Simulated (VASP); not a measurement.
# GW on BeS, part 5 of 5

Aim: the quasiparticle gap of BeS, and what it costs to get it. The cell is of the zinc-blende type, one of the forms listed for this formula. The start is a cell from a database of measured crystal structures.

VASP 6.6.1, plane waves and PAW; the level of theory is named at each step.

So far, quasiparticle gap on the mesh (eV): step 4 (evGW0, evGW0 on PBE) 4.69; step 5 (evGW, evGW on PBE) 5.00; step 6 (QPGW0, QPGW0 on PBE) 4.70. Also gap on the k-mesh (eV): step 3 (empty bands, functional PBE) 3.10; step 7 (orbitals for another starting point) 3.10.

The database entry behind the starting cell differs from later determinations by our own check (0.1 to 0.3 % short, probably kX units), so it need not match the best structure at ambient conditions.

### Step 8. Another starting point

This step: HSE06; plane waves and PAW (S_GW, Be_GW) (VASP 6.6.1).

To see how much the result owes to its start, the ground state is made again with HSE06. EDIFF is tight for accurate orbitals, and a narrow smearing avoids fractional occupations.

INCAR

```
SYSTEM = BeS
PREC = Accurate
ENCUT = 300
EDIFF = 1E-08
NELM = 100
ISMEAR = 0
SIGMA = 0.01
LREAL = .FALSE.
ALGO = Normal
LHFCALC = .TRUE.
AEXX = 0.25
GGA = PE
HFSCREEN = 0.2
LASPH = .TRUE.
NBANDS = 10
PRECFOCK = Fast
LORBIT = 11
LWAVE = .TRUE.
LCHARG = .FALSE.
KPAR = 8
```

POSCAR

```
BeS
1.0
    0.0000000000      2.4250000000      2.4250000000
    2.4250000000      0.0000000000      2.4250000000
    2.4250000000      2.4250000000      0.0000000000
S Be
1 1
Direct
    0.7500000000      0.7500000000      0.7500000000
    0.0000000000      0.0000000000      0.0000000000
```

KPOINTS

```
Automatic mesh
0
Gamma
4 4 4
0 0 0
```

Potentials, in the order of the species: S_GW and Be_GW (PBE family, release 64).

The run starts from files that an earlier step left in the folder.

Launch:

```
$ mpirun -np 8 vasp_std
```

What it wrote:

```text
[banner, memory and clock lines left out]
running    8 mpi-ranks, on    1 nodes
 distrk:  each k-point on    1 cores,    8 groups
 distr:  one band on    1 cores,    1 groups

 POSCAR found type information on POSCAR S Be
 POSCAR found :  2 types and       2 ions
 [... a notice as in an earlier step ...]

 LDA part: xc-table for (Slater+PW92), standard interpolation
 found WAVECAR, reading the header
 POSCAR, INCAR and KPOINTS ok, starting setup
 FFT: planning ... GRIDC
 FFT: planning ... GRID_SOFT
 FFT: planning ... GRID
 reading WAVECAR
 the WAVECAR file was read successfully
 initial charge from wavefunction
 entering main loop
       N       E                     dE             d eps       ncg     rms          rms(c)
DAV:   1    -0.112874766962E+02   -0.11287E+02   -0.17993E-01   168   0.250E+00    0.179E-01
DAV:   2    -0.112886928948E+02   -0.12162E-02   -0.48418E-03   204   0.493E-01    0.130E-01
DAV:   3    -0.112884561175E+02    0.23678E-03   -0.27379E-04   192   0.118E-01    0.808E-02
DAV:   4    -0.112883674604E+02    0.88657E-04   -0.57783E-05   204   0.456E-02    0.490E-02
DAV:   5    -0.112883379237E+02    0.29537E-04   -0.14523E-05   220   0.242E-02    0.295E-02
DAV:   6    -0.112883275315E+02    0.10392E-04   -0.40064E-06   222   0.138E-02    0.175E-02
DAV:   7    -0.112883240597E+02    0.34718E-05   -0.13969E-06   234   0.827E-03    0.103E-02
DAV:   8    -0.112883227659E+02    0.12939E-05   -0.42192E-07   216   0.472E-03    0.611E-03
DAV:   9    -0.112883223774E+02    0.38849E-06   -0.15410E-07   236   0.280E-03    0.361E-03
DAV:  10    -0.112883222439E+02    0.13343E-06   -0.50132E-08   208   0.165E-03    0.213E-03
DAV:  11    -0.112883221634E+02    0.80570E-07   -0.19107E-08   184   0.101E-03    0.126E-03
DAV:  12    -0.112883221289E+02    0.34526E-07   -0.64012E-09   150   0.606E-04    0.753E-04
DAV:  13    -0.112883221219E+02    0.69093E-08   -0.28766E-09   104   0.414E-04
   1 F= -.11288322E+02 E0= -.11288322E+02  d E =-.386257E-76
 writing wavefunctions
```

It took 8.6 s on 8 MPI ranks of Intel Xeon 6975P-C (Granite Rapids), shared host; peak memory 1.6 GiB.

Parts of OUTCAR (step 8):

```text
   k-points           NKPTS =      8   k-points in BZ     NKDIM =     64   number of bands    NBANDS=     10

   NELECT =       8.0000    total number of electrons

  exchange ACFDT corr.  =         0.00000000  see jH, gK, PRB 81, 115126

 E-fermi :   3.2624

 k-point     1 :       0.0000    0.0000    0.0000
  band No.  band energies     occupation
      1     -11.9477      2.00000
      2       3.1329      2.00000
      3       3.1329      2.00000
      4       3.1329      2.00000
      5      10.0414      0.00000
      6      10.0414      0.00000
      7      10.0414      0.00000
      8      10.2291      0.00000
      9      17.3705      0.00000
    ...

 POSITION                                       TOTAL-FORCE (eV/Angst)
 -----------------------------------------------------------------------------------
      3.63750      3.63750      3.63750         0.000000      0.000000      0.000000
      0.00000      0.00000      0.00000        -0.000000     -0.000000     -0.000000
 -----------------------------------------------------------------------------------
    total drift:                               -0.000000      0.000000      0.000000

  FREE ENERGIE OF THE ION-ELECTRON SYSTEM (eV)
  ---------------------------------------------------
  free  energy   TOTEN  =       -11.2883221219 eV

  energy  without entropy=      -11.2883221219  energy(sigma->0) =      -11.28832212

[... 7 parts as in an earlier step ...]

[... 9 further parts left out ...]
```

The k-mesh is coarse for exact exchange; levels may shift by about 0.1 eV on a finer one. The PAW data sets were made with PBE, which is usual practice but a small mismatch for other functionals.

Numbers from this step:

```yaml
free_energy_toten: -11.29 eV
fermi_energy: 3.262 eV
gap_on_the_k_mesh: 4.094 eV
least_direct_gap_on_the_k_mesh: 6.909 eV
```

### Step 9. Empty bands, functional HSE06

ALGO = Exact makes the empty bands from the converged ground state in one step. LOPTICS writes the k-derivatives of the orbitals (WAVEDER), which give the long-wavelength limit of the screening.

INCAR

```
SYSTEM = BeS
PREC = Accurate
ENCUT = 300
ISMEAR = 0
SIGMA = 0.01
LREAL = .FALSE.
LHFCALC = .TRUE.
AEXX = 0.25
GGA = PE
HFSCREEN = 0.2
LASPH = .TRUE.
NBANDS = 184
PRECFOCK = Fast
ALGO = Exact
NELM = 1
LWAVE = .TRUE.
LCHARG = .FALSE.
LOPTICS = .TRUE.
NEDOS = 1000
CSHIFT = 0.1
```

POSCAR is that of step 8.

KPOINTS is that of step 8.

The run starts from files that an earlier step left in the folder.

Launch:

```
$ mpirun -np 8 vasp_std
```

What it wrote:

```text
[... set-up lines as in an earlier step ...]
 entering main loop
       N       E                     dE             d eps       ncg     rms          rms(c)
DIA:   1    -0.112883221175E+02   -0.11288E+02    0.00000E+00     0   0.000E+00
   1 F= -.11288322E+02 E0= -.11288322E+02  d E =-.101660E-47
 writing wavefunctions
 optical routines
 imaginary and real dielectric function
 recalculating local potential from charge density
 direction            1
 direction            2
 direction            3
```

The job ended after 13 s (8 MPI ranks; peak memory 1.7 GiB; 96 s of CPU time).

From OUTCAR (step 9):

```text
 POSITION                                       TOTAL-FORCE (eV/Angst)
 -----------------------------------------------------------------------------------
      3.63750      3.63750      3.63750         0.000000      0.000000      0.000000
      0.00000      0.00000      0.00000        -0.000000     -0.000000     -0.000000
 -----------------------------------------------------------------------------------
    total drift:                                0.000000      0.000001      0.000000

  FREE ENERGIE OF THE ION-ELECTRON SYSTEM (eV)
  ---------------------------------------------------
  free  energy   TOTEN  =       -11.2883221175 eV

  energy  without entropy=      -11.2883221175  energy(sigma->0) =      -11.28832212

[... 2 parts as in an earlier step ...]

[... 1 further part left out ...]
[key lines of the parts left out:]
E-fermi :   3.2341
```

### Step 10. G0W0

This step: G0W0 on HSE06; plane waves and PAW (S_GW, Be_GW) (VASP 6.6.1).

One pass of GW corrects the levels to first order, with G and W from the starting orbitals.

INCAR

```
SYSTEM = BeS
PREC = Accurate
ENCUT = 300
ISMEAR = 0
SIGMA = 0.01
LREAL = .FALSE.
LHFCALC = .TRUE.
AEXX = 0.25
GGA = PE
HFSCREEN = 0.2
LASPH = .TRUE.
NBANDS = 184
PRECFOCK = Fast
ALGO = EVGW0
NELMGW = 1
ENCUTGW = 200
NOMEGA = 64
NBANDSGW = 16
LWAVE = .FALSE.
LCHARG = .FALSE.
```

POSCAR is that of step 9.

KPOINTS is that of step 9.

The run starts from files that an earlier step left in the folder.

Launch:

```
$ mpirun -np 8 vasp_std
```

What it wrote:

```text
[banner, memory and clock lines left out]
running    8 mpi-ranks, on    1 nodes
 distrk:  each k-point on    8 cores,    1 groups
 distr:  one band on    1 cores,    8 groups

 POSCAR found type information on POSCAR S Be
 POSCAR found :  2 types and       2 ions
 [... a notice as in an earlier step ...]

 [... a notice as in an earlier step ...]

 LDA part: xc-table for (Slater+PW92), standard interpolation
 found WAVECAR, reading the header
 POSCAR, INCAR and KPOINTS ok, starting setup
 FFT: planning ... GRIDC
 FFT: planning ... GRID_SOFT
 FFT: planning ... GRID
 reading WAVECAR
 the WAVECAR file was read successfully
 initial charge from wavefunction
 available memory per node:     35.68 GB, setting MAXMEM to     36538

 The Fermi energy was updated, please check that it is located mid-gap
 values below the HOMO (VB) or above the LUMO (CB) will cause erroneous energies
 E-fermi :   5.1799

 calculate exact exchange contribution
 the WAVEDER file was read successfully
energies w=
    0.000    0.000    0.639    0.000    1.276    0.000    1.911    0.000
    2.541    0.000    3.166    0.000    3.785    0.000    4.397    0.000
    5.000    0.000    5.596    0.000    6.184    0.000    6.763    0.000
    7.335    0.000    7.898    0.000    8.455    0.000    9.005    0.000
    9.550    0.000   10.089    0.000   10.625    0.000   11.157    0.000
   11.688    0.000   12.218    0.000   12.747    0.000   13.279    0.000
   13.813    0.000   14.352    0.000   14.896    0.000   15.448    0.000
   16.009    0.000   16.580    0.000   17.164    0.000   17.764    0.000
   18.380    0.000   19.017    0.000   19.676    0.000   20.362    0.000
   21.077    0.000   21.827    0.000   22.615    0.000   23.447    0.000
   24.331    0.000   25.272    0.000   26.280    0.000   27.365    0.000
   28.539    0.000   29.817    0.000   31.216    0.000   32.758    0.000
   34.470    0.000   36.384    0.000   38.544    0.000   41.002    0.000
   43.829    0.000   47.119    0.000   50.998    0.000   55.643    0.000
   61.305    0.000   68.359    0.000   77.386    0.000   89.335    0.000
  105.881    0.000  130.265    0.000  169.698    0.000  244.132    0.000
 responsefunction array rank=     200
 LDA part: xc-table for (Slater+PW92), standard interpolation

 min. memory requirement per mpi rank    106.1 MB, per node    848.6 MB

 allocating   8 responsefunctions rank=   200
 shmem allocating  64 responsefunctions rank=   200
 response function shared by NCSHMEM nodes    1
 Doing            8  frequencies on each core in blocks of           64
NQ=   1    0.0000    0.0000    0.0000,
|.........|.........|.........|.........|.........|.........|.........|.........
 performed        139000 updates of chi_q(r,r)
 total number of BLAS operations         31.82 Gflops
NQ=   2    0.2500    0.0000    0.0000,
|.........|.........|.........|.........|.........|.........|.........|.........
 performed        443000 updates of chi_q(r,r)
 total number of BLAS operations        110.65 Gflops
NQ=   3    0.5000    0.0000    0.0000,
|.........|.........|.........|.........|.........|.........|.........|.........
 performed        700000 updates of chi_q(r,r)
 total number of BLAS operations        177.27 Gflops
NQ=   4    0.2500    0.2500    0.0000,
|.........|.........|.........|.........|.........|.........|.........|.........
 performed       1004000 updates of chi_q(r,r)
 total number of BLAS operations        254.36 Gflops
NQ=   5    0.5000    0.2500    0.0000,
|.........|.........|.........|.........|.........|.........|.........|.........
 performed       1437000 updates of chi_q(r,r)
 total number of BLAS operations        374.38 Gflops
NQ=   6   -0.2500    0.2500    0.0000,
|.........|.........|.........|.........|.........|.........|.........|.........
 performed       1823000 updates of chi_q(r,r)
 total number of BLAS operations        474.58 Gflops
NQ=   7    0.5000    0.5000    0.0000,
|.........|.........|.........|.........|.........|.........|.........|.........
 performed       2044000 updates of chi_q(r,r)
 total number of BLAS operations        538.61 Gflops
NQ=   8   -0.2500    0.5000    0.2500,
|.........|.........|.........|.........|.........|.........|.........|.........
 performed       2336000 updates of chi_q(r,r)
 total number of BLAS operations        632.16 Gflops
 resolving degeneracies of screened two electron integrals

 calculate QP shifts <psi_nk| G(iteration)W_0 |psi_nk>: iteration 1
 entering main loop
```

Wall time 10 s (8 MPI ranks); peak memory 2.1 GiB; 77 s of CPU time.

Parts of OUTCAR (step 10):

```text
   NELECT =       8.0000    total number of electrons

 E-fermi :   5.1799

 QP shifts <psi_nk| G(iteration)W_0 |psi_nk>: iteration 1
 for sc-GW calculations column KS-energies equals QP-energies in previous step
 and V_xc(KS)=  KS-energies - (<T + V_ion + V_H > + <T+V_H+V_ion>^1  + <V_x>^1)
 k-point   1 :       0.0000    0.0000    0.0000
  band No.  KS-energies  QP-energies   sigma(KS)   V_xc(KS)     V^pw_x(r,r')   Z            occupation Imag(sigma)
      1     -11.9476     -11.6524     -14.4921     -14.8640     -21.3311       0.7939       2.0000       1.4986
      2       3.1329       2.4752     -15.2012     -14.3882     -16.6779       0.8091       2.0000       0.0433
      3       3.1329       2.4752     -15.2012     -14.3882     -16.6779       0.8091       2.0000       0.0433
      4       3.1329       2.4752     -15.2012     -14.3882     -16.6779       0.8091       2.0000       0.0433
      5      10.0414      10.3781      -9.4983      -9.9098      -5.1801       0.8182       0.0000      -0.0629
      6      10.0414      10.3781      -9.4983      -9.9098      -5.1801       0.8182       0.0000      -0.0629
      7      10.0414      10.3781      -9.4983      -9.9098      -5.1801       0.8182       0.0000      -0.0629
      8      10.2292      10.3281      -9.6978      -9.8189      -5.1335       0.8178       0.0000      -0.0701
    ...

 k-point   2 :       0.2500    0.0000    0.0000
  band No.  KS-energies  QP-energies   sigma(KS)   V_xc(KS)     V^pw_x(r,r')   Z            occupation Imag(sigma)
      1     -11.2128     -10.8892     -14.6285     -15.0471     -21.3241       0.7730       2.0000       1.3043
      2      -0.4559      -1.0975     -13.9964     -13.1849     -16.2750       0.7906       2.0000       0.0639
      3       2.4936       1.8432     -14.9127     -14.1053     -16.5096       0.8055       2.0000       0.0450
      4       2.4936       1.8432     -14.9127     -14.1053     -16.5096       0.8055       2.0000       0.0450
      5       9.8775      10.0864      -9.6044      -9.8590      -5.2652       0.8206       0.0000      -0.0647
      6      10.9901      11.3006      -9.6277     -10.0091      -5.1268       0.8140       0.0000      -0.0676
      7      10.9901      11.3006      -9.6277     -10.0091      -5.1268       0.8140       0.0000      -0.0676
      8      13.8152      13.9290     -10.2652     -10.4089      -5.1519       0.7916       0.0000      -0.0952
    ...

[... 8 parts as in an earlier step ...]

[... 8 further parts left out ...]
```

This step gave:

```
quasiparticle gap on the mesh                 : 4.888 eV
smallest direct quasiparticle gap on the mesh : 7.757 eV
gap of the starting orbitals on the mesh      : 4.094 eV
```

GW takes the gap from 4.094 to 4.888 eV. That is +423 meV against the one-shot pass on PBE. The value holds for 184 bands, ENCUTGW = 200 eV and this mesh, and isn't shown to be converged in them.

### Step 11. Summary

This step: GW series: evGW0 on PBE, evGW on PBE, QPGW0 on PBE, G0W0 on HSE06; plane waves and PAW (VASP 6.6.1).

Derived from the runs above.

Cost is wall time times ranks on a shared host, with the step that makes the empty bands. GW runs:

```tsv
level	bands	ENCUTGW (eV)	NOMEGA	k mesh	starting gap (eV)	quasiparticle gap (eV)	direct gap (eV)	cost (core minutes)
evGW0 on PBE	184	200	64	4x4x4	3.097	4.69	7.533	4.45
evGW on PBE	184	200	64	4x4x4	3.097	5.003	7.91	6.32
QPGW0 on PBE	184	200	64	4x4x4	3.097	4.698	7.523	12.05
G0W0 on HSE06	184	200	64	4x4x4	4.094	4.888	7.757	3.04
```

### Step 12. What came out

| Quantity | Value |
| --- | --- |
| evGW0 on PBE, 184 bands, ENCUTGW 200 eV, NOMEGA 64, mesh 4×4×4 | 3.097 → 4.690 eV |
| evGW on PBE, 184 bands, ENCUTGW 200 eV, NOMEGA 64, mesh 4×4×4 | 3.097 → 5.003 eV |
| QPGW0 on PBE, 184 bands, ENCUTGW 200 eV, NOMEGA 64, mesh 4×4×4 | 3.097 → 4.698 eV |
| G0W0 on HSE06, 184 bands, ENCUTGW 200 eV, NOMEGA 64, mesh 4×4×4 | 4.094 → 4.888 eV |

**Reading.** evGW0 gives a quasiparticle gap of 4.690 eV on the mesh, 1.59 eV over the PBE gap on the same mesh. On mesh and path the starting valence top lies at Γ and the conduction bottom at (0.5, 0.5, 0), so the starting gap is indirect. Both points lie on the GW mesh. Over the final values of the levels run here the gap spans 4.69 to 5.00 eV. In evGW0 the first pass, which is the one-shot result, gives 4.465 eV and pass 4 gives 4.690 eV; the last pass changed the gap by +5 meV, so the loop is converged. In evGW the first pass, which is the one-shot result, gives 4.465 eV and pass 4 gives 5.003 eV; the last pass changed the gap by +34 meV, so more passes would move it further. In QPGW0 the first pass gives 4.438 eV and pass 4 gives 4.698 eV; the last pass changed the gap by +29 meV, so more passes would move it further. One-shot gaps: 4.465 eV from PBE and 4.888 eV from HSE06. The starting gaps span 1.00 eV and the one-shot gaps 0.42 eV. Bands, response cutoff and mesh weren't tested for convergence. On a mesh this coarse the value is a test of cost more than a converged gap. Not tabulated here, as repeats of values shown or as unfit to read for their mesh, reference level or band range: eps2 curves (empty bands); eps1 curves and static values (empty bands); gaps (empty bands).

[Lines on the potential files, build, host, timing and source positions are cut from VASP's logs without a mark.]

[Logs are printed without paths, hosts, clocks, repeated set-up lines and the standing remarks that a program may print on its own settings, such as how far it seeks lower states.]

[Hosts, paths, dates, database ids (printed as entryN), source tags and the programs' standing remarks are cut or masked in the printed files.]

[Pressures printed for these runs are not shown converged in the cutoff: they can be off by several GPa and have the wrong sign.]
